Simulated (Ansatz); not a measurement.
Structure types of MgO were relaxed at one common pressure (all-electron LAPW in Ansatz 0.2.0 under PBE, scalar-relativistic, no spin polarisation, zero temperature). They take these volumes:

| type | space group | V (Å³/atom) |
| --- | --- | --- |
| rocksalt | Fm-3m | 8.26 |
| CsCl | Pm-3m | 8.01 |
| zincblende | F-43m | 10.17 |
| flat h-MgO | P6_3/mmc | 9.55 |
| NiAs | P6_3/mmc | 8.36 |

**Question.** At about which pressure, and is the densest type also the lowest in enthalpy?

**Answer.** 31 GPa. The densest is CsCl, and it is 703 meV/atom above rocksalt: its gain in pV doesn't pay for its higher energy here.
